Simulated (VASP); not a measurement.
# Tl (Pm-3m) in VASP: notebook

Runs on Tl. Level: revPBE. Tasks: single point, relaxation of cell and atoms.

Everything below comes from runs of VASP 6.6.1. Logs are shortened: lines on timing, memory, paths and dates and some standing lists are left out, and cuts for length are marked.

### Step 1. Starting point

The structure is cubic, space group Pm-3m (No. 221). The conventional cell has a = 3.310 Å, b = 3.310 Å, c = 3.310 Å, α = 90.00°, β = 90.00°, γ = 90.00°. Tl (site symmetry m-3m) is surrounded by 6 Tl at 3.31 Å.

This isn't the form of Tl at room conditions, which is hcp.

### Step 2. Single point, revPBE

File INCAR:

```
  PREC = Accurate
  ENCUT = 520
  EDIFF = 1E-7
  ISMEAR = -1
  SIGMA = 0.1
  LREAL = F
  LASPH = T
  NELM = 80
  ALGO = Fast
  ISIF = 2
  LWAVE = F
  LCHARG = F
  GGA = RE
  NBANDS = 12
```

File KPOINTS:

```
Automatic mesh
0
Gamma
  16 16 16
```

File POSCAR:

```
Tl
1.0
    3.3100374595      0.0000000000      0.0000000000
    0.0000000000      3.3100374595      0.0000000000
    0.0000000000      0.0000000000      3.3100374595
Tl
1
Direct
    0.0000000000      0.0000000000      0.0000000000
```

Potentials or basis: VASP PAW PBE potentials, release 64 (Tl_d).

Started as:

```bash
$ cat potpaw_PBE.64/Tl_d/POTCAR > POTCAR
$ mpirun -np 1 vasp_std > vasp.out
```

OUTCAR:

```text
PREC = Accurate
   ENCUT = 520
   EDIFF = 1E-7
   ISMEAR = -1
   LREAL = F
   LASPH = T
   NELM = 80
   ISIF = 2
   GGA = RE

 ion  position               nearest neighbor table
   1  0.000  0.000  0.000-

  LATTYP: Found a simple cubic cell.
 ALAT       =     3.3100374595

  Lattice vectors:

 A1 = (   3.3100374595,   0.0000000000,   0.0000000000)
 A2 = (   0.0000000000,   3.3100374595,   0.0000000000)
 A3 = (   0.0000000000,   0.0000000000,   3.3100374595)

Analysis of symmetry for initial positions (statically):
=====================================================================
 Subroutine PRICEL returns:
 Original cell was already a primitive cell.

 Routine SETGRP: Setting up the symmetry group for a
 simple cubic supercell.

 Subroutine GETGRP returns: Found 48 space group operations
 (whereof 48 operations were pure point group operations)
 out of a pool of 48 trial point group operations.

The static configuration has the point symmetry O_h .

Analysis of symmetry for dynamics (positions and initial velocities):
=====================================================================
 Subroutine PRICEL returns:
 Original cell was already a primitive cell.

 Routine SETGRP: Setting up the symmetry group for a
 simple cubic supercell.

 Subroutine GETGRP returns: Found 48 space group operations
 (whereof 48 operations were pure point group operations)
 out of a pool of 48 trial point group operations.

The dynamic configuration has the point symmetry O_h .

 Subroutine INISYM returns: Found 48 space group operations
 (whereof 48 operations are pure point group operations),
 and found     1 'primitive' translations

----------------------------------------------------------------------------------------

                                     Primitive cell

  volume of cell :      36.2659

  direct lattice vectors                    reciprocal lattice vectors
     3.310037460  0.000000000  0.000000000     0.302111385  0.000000000  0.000000000
     0.000000000  3.310037460  0.000000000     0.000000000  0.302111385  0.000000000
     0.000000000  0.000000000  3.310037460     0.000000000  0.000000000  0.302111385

  length of vectors
     3.310037460  3.310037460  3.310037460     0.302111385  0.302111385  0.302111385

  position of ions in fractional coordinates (direct lattice)
     0.000000000  0.000000000  0.000000000

  ion indices of the primitive-cell ions
   primitive index   ion index
                 1           1

----------------------------------------------------------------------------------------

 KPOINTS: Automatic mesh

Automatic generation of k-mesh.
 Grid dimensions read from file:
 generate k-points for:   16   16   16

 Generating k-lattice:

  Cartesian coordinates                     Fractional coordinates (reciprocal lattice)
     0.018881962  0.000000000  0.000000000     0.062500000  0.000000000  0.000000000
     0.000000000  0.018881962  0.000000000     0.000000000  0.062500000  0.000000000
     0.000000000  0.000000000  0.018881962     0.000000000  0.000000000  0.062500000

  Length of vectors
     0.018881962  0.018881962  0.018881962

  Shift w.r.t. Gamma in fractional coordinates (k-lattice)
     0.000000000  0.000000000  0.000000000

 Subroutine IBZKPT returns following result:
 ===========================================

 Found    165 irreducible k-points:

 Following reciprocal coordinates:
            Coordinates               Weight
  0.000000  0.000000  0.000000      1.000000
  0.062500  0.000000  0.000000      6.000000
  0.125000  0.000000  0.000000      6.000000
  0.187500  0.000000  0.000000      6.000000
  0.250000  0.000000  0.000000      6.000000
  0.312500  0.000000  0.000000      6.000000
[... 16 lines left out ...]
  0.437500  0.125000  0.000000     24.000000
  0.500000  0.125000  0.000000     12.000000
 [... further k-points ...]
   k-points           NKPTS =    165   k-points in BZ     NKDIM =    165   number of bands    NBANDS=     12
   number of dos      NEDOS =    301   number of ions     NIONS =      1
   total plane-waves  NPLWV =  21952
   dimension x,y,z NGX =    28 NGY =   28 NGZ =   28
   dimension x,y,z NGXF=    56 NGYF=   56 NGZF=   56
   ions per type =               1
   NGX,Y,Z   is equivalent  to a cutoff of  14.06, 14.06, 14.06 a.u.
   NGXF,Y,Z  is equivalent  to a cutoff of  28.13, 28.13, 28.13 a.u.
 SYSTEM =  unknown system
   PREC   = accura    normal or accurate (medium, high low for compatibility)
   ISTART =      0    job   : 0-new  1-cont  2-samecut
   ICHARG =      2    charge: 1-file 2-atom 10-const
   ISPIN  =      1    spin polarized calculation?
   LNONCOLLINEAR =      F non collinear calculations
   LSORBIT =      F    spin-orbit coupling
   LASPH  =      T    aspherical Exc in radial PAW
   ENCUT  =  520.0 eV  38.22 Ry    6.18 a.u.   6.15  6.15  6.15*2*pi/ulx,y,z
   NELM   =     80;   NELMIN=  2; NELMDL= -5     # of ELM steps
   EDIFF  = 0.1E-06   stopping-criterion for ELM
   LREAL  =      F    real-space projection
   EDIFFG = 0.1E-05   stopping-criterion for IOM
   NSW    =      0    number of steps for IOM
   IBRION =     -1    ionic relax: 0-MD 1-quasi-New 2-CG
   NFREE  =      0    steps in history (QN), initial steepest desc. (CG)
   ISIF   =      2    stress and relaxation
   ISYM   =      2    0-nonsym 1-usesym 2-fastsym
   POTIM  = 0.5000    time-step for ionic-motion
   TEBEG  =    0.0;   TEEND  =   0.0 temperature during run
   PSTRESS=    0.0 pullay stress
   NELECT =      13.0000    total number of electrons
   NUPDOWN=      -1.0000    fix difference up-down
   EMIN   =  10.00;   EMAX   =-10.00  energy-range for DOS
   EFERMI =   0.00;   METHOD = LEGACY
   ISMEAR =    -1;   SIGMA  =   0.10  broadening in eV -4-tet -1-fermi 0-gaus
   EFERMI_NEDOS =   21; number of points for ismear=-14 and -15
   IALGO  =     68    algorithm
   IMIX   =      4    mixing-type and parameters
     AMIX     =   0.40;   BMIX     =  1.00
     AMIX_MAG =   1.60;   BMIX_MAG =  1.00
  volume/ion in A,a.u.               =      36.27       244.73
  Fermi-wavevector in a.u.,A,eV,Ry     =   1.162937  2.197633 18.400840  1.352424
  Thomas-Fermi vector in A             =   2.299493
   LORBIT       =      0    0 simple, 1 ext, 2 COOP (PROOUT), +10 PAW based schemes
   GGA     = RE    functional components
   LHFCALC =     F    Hartree Fock is set to
   AEXX    =    0.0000 exact exchange contribution
   IVDW    =     0    specifies the selected vdW correction
   LEPSILON=     F    determine dielectric tensor
   LRPA    =     F    only Hartree local field effects (RPA)
 non-spin polarized calculation
 RMM-DIIS sequential band-by-band and
  energy-cutoff  :      520.00
  volume of cell :       36.27
 maximum number of plane-waves:       996
 NGX is ok and might be reduce to    28
   NGX = 13   NGY = 13   NGZ = 13

 number of electron      13.0000002 magnetization

 Free energy of the ion-electron system (eV)
  ---------------------------------------------------
  ext. energy  EPLUGINS =         0.00000000
  ---------------------------------------------------
  free energy    TOTEN  =        -1.78079605 eV

  energy without entropy =       -1.75601836  energy(sigma->0) =       -1.76840720

 E-fermi :   4.6278     XC(G=0):  -8.8675

 val. band max:        4.6256741552   @ k =   0.5000   0.4375   0.1875
 cond. band min:       4.6411175719   @ k =   0.4375   0.4375   0.1250
 fundamental gap:      0.0154434167
 Fermi energy:         4.6277693233

 k-point     1 :       0.0000    0.0000    0.0000
  band No.  band energies     occupation
      1      -7.4973      2.00000
      2      -7.4973      2.00000
      3      -6.7447      2.00000
      4      -6.7447      2.00000
      5      -6.7447      2.00000
      6      -4.4317      2.00000
      7      10.7821      0.00000
      8      10.7821      0.00000
      9      10.7821      0.00000
     10      13.2136      0.00000
     11      14.9892      0.00000
     12      14.9892      0.00000

 k-point     2 :       0.0625    0.0000    0.0000
  band No.  band energies     occupation
      1      -7.4955      2.00000
      2      -7.4774      2.00000
      3      -6.7531      2.00000
      4      -6.7531      2.00000
      5      -6.7441      2.00000
      6      -4.3774      2.00000
      7      10.0157      0.00000
      8      10.8478      0.00000
      9      10.8478      0.00000
     10      13.5530      0.00000
     11      15.0115      0.00000
     12      15.5274      0.00000

 k-point     3 :       0.1250    0.0000    0.0000
  band No.  band energies     occupation
      1      -7.4903      2.00000
      2      -7.4215      2.00000
      3      -6.7766      2.00000
      4      -6.7766      2.00000
      5      -6.7421      2.00000
      6      -4.2130      2.00000
      7       8.6114      0.00000
      8      11.0409      0.00000
      9      11.0409      0.00000
     10      13.8763      0.00000
     11      15.0784      0.00000
     12      16.9421      0.00000

 k-point     4 :       0.1875    0.0000    0.0000
  band No.  band energies     occupation
      1      -7.4825      2.00000
      2      -7.3408      2.00000
      3      -6.8116      2.00000
      4      -6.8116      2.00000
      5      -6.7391      2.00000
      6      -3.9361      2.00000
      7       7.1308      0.00000
      8      11.3492      0.00000
      9      11.3492      0.00000
     10      14.1225      0.00000
     11      15.1894      0.00000
     12      18.7320      0.00000

 k-point     5 :       0.2500    0.0000    0.0000
  band No.  band energies     occupation
      1      -7.4732      2.00000
      2      -7.2500      2.00000
      3      -6.8523      2.00000
      4      -6.8523      2.00000
      5      -6.7356      2.00000
      6      -3.5474      2.00000
      7       5.7014      0.00004
      8      11.7506      0.00000
      9      11.7506      0.00000
     10      14.3968      0.00000
     11      15.3428      0.00000
     12      20.1761      0.00000
[... 228 lines left out ...]
      1      -7.4115      2.00000
      2      -7.1160      2.00000
      3      -6.9384      2.00000
      4      -6.8890      2.00000
      5      -6.7628      2.00000
      6      -2.8567      2.00000
      7       4.6122      1.07761
      8       9.9851      0.00000
      9      12.4814      0.00000
     10      15.2755      0.00000
     11      15.8513      0.00000
     12      18.6535      0.00000

 k-point    22 :       0.3750    0.1250    0.0000
  band No.  band energies     occupation
      1      -7.4030      2.00000
      2      -7.0425      2.00000
      3      -6.9750      2.00000
      4      -6.9225      2.00000
      5      -6.7596      2.00000
      6      -2.3186      2.00000
      7       3.4628      1.99998
      8      10.4738      0.00000
      9      12.9447      0.00000
     10      14.9860      0.00000
     11      15.6537      0.00000
     12      18.5408      0.00000

 k-point    23 :       0.4375    0.1250    0.0000
  band No.  band energies     occupation
      1      -7.3975      2.00000
      2      -6.9992      2.00000
      3      -6.9949      2.00000
      4      -6.9448      2.00000
      5      -6.7575      2.00000
      6      -1.8310      2.00000
      7       2.6046      2.00000
      8      10.9075      0.00000
      9      13.3111      0.00000
     10      14.3389      0.00000
     11      15.9672      0.00000
     12      17.9701      0.00000

 k-point    24 :       0.5000    0.1250    0.0000
  band No.  band energies     occupation
      1      -7.3955      2.00000
      2      -7.0077      2.00000
      3      -6.9786      2.00000
      4      -6.9526      2.00000
      5      -6.7567      2.00000
      6      -1.6139      2.00000
      7       2.2634      2.00000
      8      11.0999      0.00000
      9      13.4557      0.00000
     10      14.0695      0.00000
     11      16.1302      0.00000
     12      17.7132      0.00000

 [... further k-points ...]

------------------------ aborting loop because EDIFF is reached ----------------------------------------

  FORCE on cell =-STRESS in cart. coord.  units (eV):
  Direction    XX          YY          ZZ          XY          YZ          ZX
  --------------------------------------------------------------------------------------
  -------------------------------------------------------------------------------------
  Total        0.0048438      0.0048438      0.0048438      0.0000000      0.0000000      0.0000000
  in kB        0.2139937      0.2139937      0.2139937      0.0000000      0.0000000      0.0000000
  external PRESSURE =       0.2139937 kB  Pullay stress =       0.0000000 kB

 VOLUME and BASIS-vectors are now :
 -----------------------------------------------------------------------------
  energy-cutoff  :      520.00
  volume of cell :       36.27
      direct lattice vectors                 reciprocal lattice vectors
     3.310037460  0.000000000  0.000000000     0.302111385  0.000000000  0.000000000
     0.000000000  3.310037460  0.000000000     0.000000000  0.302111385  0.000000000
     0.000000000  0.000000000  3.310037460     0.000000000  0.000000000  0.302111385

 POSITION                                       TOTAL-FORCE (eV/Angst)
 -----------------------------------------------------------------------------------
      0.00000      0.00000      0.00000         0.000000      0.000000      0.000000
 -----------------------------------------------------------------------------------
    total drift:                               -0.000000      0.000000     -0.000000

  FREE ENERGIE OF THE ION-ELECTRON SYSTEM (eV)
  ---------------------------------------------------
  free  energy   TOTEN  =        -1.7807960464 eV

  energy  without entropy=       -1.7560183622  energy(sigma->0) =       -1.76840720
```

Run time: 25 s. Hardware: 1 thread of AMD EPYC 9R45 (Zen 5), shared host; peak memory 0.17 GiB.

Results:

| Property | Result |
| --- | --- |
| Free energy | -1.7808 eV |
| Pressure | 0.0 GPa |
| Band gap on the k mesh | none (metal or under the smearing width) |

Caveat: the PAW data sets were made with another functional, which shifts forces and pressure a little.

### Step 3. Single point, revPBE

File INCAR:

```
SYSTEM = Tl
  PREC = Accurate
  ENCUT = 520
  EDIFF = 1E-7
  ISMEAR = -1
  SIGMA = 0.1
  LREAL = .False.
  LASPH = .True.
  NELM = 80
  ALGO = Normal
  ISIF = 2
  LWAVE = .False.
  LCHARG = .False.
  GGA = RE
  NBANDS = 12
```

File KPOINTS:

```
regular mesh
0
Gamma
  10 10 10
  0 0 0
```

POSCAR is that of step 2.

Potentials or basis: VASP PAW PBE potentials, release 64 (Tl_d).

Started as:

```bash
$ cat potpaw_PBE.64/Tl_d/POTCAR > POTCAR
$ mpirun -np 1 vasp_std > vasp.out
```

Run time: 9.6 s. Hardware: 1 thread of AMD EPYC 9R45 (Zen 5), shared host; peak memory 0.14 GiB.

It converged, with:

```
Free energy            : -1.7808 eV
Pressure               : -0.1 GPa
Band gap on the k mesh : none (metal or under the smearing width)
```

Levels at points of the mesh, in eV from the Fermi level:
| k point | band 4 | band 5 | band 6 | band 7 | band 8 | band 9 |
| --- | --- | --- | --- | --- | --- | --- |
| (0.00, 0.00, 0.00) | -11.43 | -11.43 | -9.11 | 6.10 | 6.10 | 6.10 |
| (0.50, 0.00, 0.00) | -11.64 | -11.41 | -6.48 | -2.66 | 8.48 | 8.48 |
| (0.50, 0.50, 0.00) | -11.61 | -11.19 | -4.09 | -0.44 | -0.44 | 4.33 |
| (0.50, 0.50, 0.50) | -11.18 | -11.18 | -1.67 | 1.69 | 1.69 | 1.69 |

Caveat: the PAW data sets were made with another functional, which shifts forces and pressure a little. Spin-orbit coupling is left out, which matters for the levels of Tl.

### Step 4. Relaxation of cell and atoms, revPBE

This run uses another cell than the first one, of 30.28 Å³/atom, 0.835 times its volume.

File INCAR:

```
SYSTEM = Tl
  PREC = Accurate
  ENCUT = 600
  EDIFF = 1E-6
  ISMEAR = -1
  SIGMA = 0.1
  LREAL = .FALSE.
  LASPH = .TRUE.
  NELM = 100
  ALGO = Fast
  ISIF = 3
  LWAVE = .FALSE.
  LCHARG = .FALSE.
  GGA = RE
  IBRION = 2
  NSW = 80
  EDIFFG = -0.01
```

File KPOINTS:

```
regular mesh
0
G
  10 10 10
  0 0 0
```

File POSCAR:

```
Tl
1.0
    3.1168762379      0.0000000000      0.0000000000
    0.0000000000      3.1168762379      0.0000000000
    0.0000000000      0.0000000000      3.1168762379
Tl
1
Direct
    0.0000000000      0.0000000000      0.0000000000
```

Started as:

```bash
$ cat potpaw_PBE.64/Tl_d/POTCAR > POTCAR
$ mpirun -np 1 vasp_std > vasp.out
```

It took 27 s on 1 thread of AMD EPYC 9R45 (Zen 5), shared host; peak memory 0.15 GiB.

The run converged. Its results:

```
Free energy                            : -1.7789 eV
Relaxed volume                         : 36.19 Å³/atom
Relaxed cell                           : a = 3.308 Å, b = 3.308 Å, c = 3.308 Å, α = 90.00°, β = 90.00°, γ = 90.00°
Space group after relaxing (to 0.05 Å) : Pm-3m (No. 221)
Energy gained by relaxing              : 76.7 meV/atom
Ionic steps                            : 4
Pressure after relaxing                : 0.0 GPa
Band gap on the k mesh                 : none (metal or under the smearing width)
```

The path:
| step | energy change (eV) | largest force (eV/Å) | pressure (GPa) | volume (Å³) |
| --- | --- | --- | --- | --- |
| 1 | 0.0000 | 0.0000 | 5.08 | 30.28 |
| 2 | -0.0733 | 0.0000 | 0.82 | 34.69 |
| 3 | -0.0763 | 0.0000 | -0.23 | 36.64 |
| 4 | -0.0767 | 0.0000 | -0.04 | 36.19 |

Final structure:
```xyz
1
Lattice="3.3077 0.0000 0.0000 0.0000 3.3077 0.0000 0.0000 0.0000 3.3077" Properties=species:S:1:pos:R:3 pbc="T T T"
Tl    0.0000    0.0000    0.0000
```

Levels at points of the mesh, in eV from the Fermi level:
```tsv
k point	band 4	band 5	band 6	band 7	band 8	band 9
(0.00, 0.00, 0.00)	-11.43	-11.43	-9.12	6.11	6.11	6.11
(0.50, 0.00, 0.00)	-11.64	-11.41	-6.48	-2.66	8.50	8.50
(0.50, 0.50, 0.00)	-11.61	-11.19	-4.09	-0.45	-0.45	4.33
(0.50, 0.50, 0.50)	-11.18	-11.18	-1.66	1.70	1.70	1.70
```

Caveat: the volume moved by over 15 % at a fixed basis, so the end points are rough; the PAW data sets were made with another functional, which shifts forces and pressure a little. The run has no spin-orbit coupling, so splittings on Tl are missing.

(Part 1 of 2 ends here.)
